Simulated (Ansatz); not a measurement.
# Os: convergence with LAPW's basis error target

The task here is to estimate one member of a computed series from the others.

Computed with Ansatz 0.2.0 (DFT, PBE, all-electron LAPW, scalar-relativistic, unless a step's input says otherwise).

## The system as given

The structure is cubic, space group Fm-3m (No. 225). The conventional cell has a = 3.890 Å, b = 3.890 Å, c = 3.890 Å, α = 90.00°, β = 90.00°, γ = 90.00°. Around Os (site symmetry m-3m) lie 12 Os at 2.75 Å.

As a file:

```
Os
1.0
     0.00000    1.94500    1.94500
     1.94500    0.00000    1.94500
     1.94500    1.94500    0.00000
Os
1
Cartesian
  0.0000 0.0000 0.0000
```

The geometry is a database entry used as it stands. It may stem from high pressure or temperature, or be incomplete, so it serves as a test cell.

The first run:

Input file input.yaml:

```yaml
crystal:
  lattice:
    - [0.0, 1.945, 1.945]
    - [1.945, 0.0, 1.945]
    - [1.945, 1.945, 0.0]
  atoms:
    - { symbol: Os, position: [0.0, 0.0, 0.0] }
kpoints:
  mp_grid: { grid: [14, 14, 14] }
scf:
  occupations: { method: fermi_dirac, width: 0.03 }
hamiltonian:
  xc: pbe
  pseudopotentials: { kind: all_electron, lapw: { basis_error: 0.03 } }
output:
  forces: true
  stress: true
  eigenvalues: true
```

Among the steps run: With basis error target 0.03 eV/atom; With basis error target 0.01 eV/atom; With basis error target 0.003 eV/atom; With basis error target 0.0001 eV/atom.

One table of the session follows, with a row left open; its other results are not shown here.

It belongs to the step «The sweep in one table». 

| basis error target (eV/atom) | pressure (GPa) |
| --- | --- |
| 0.03 | -9.35 |
| 0.01 | ? |
| 0.003 | -9.42 |
| 0.0001 | -9.43 |

Q: Estimate the row for basis error target (eV/atom) = 0.01 from the others.

Worked estimate for «pressure (GPa)». A straight line through the neighbours (0.03, -9.35) and (0.003, -9.42) gives -9.35 + (-9.42 + 9.35) × (0.01 − 0.03) / (0.003 − 0.03) = -9.40; a parabola fitted to 3 rows on both sides gives -9.40.

**Answer.** pressure (GPa): -9.40. In «pressure (GPa)» the line misses by 0.00 and the parabola by 0.00.

Energies are those extrapolated to zero smearing.
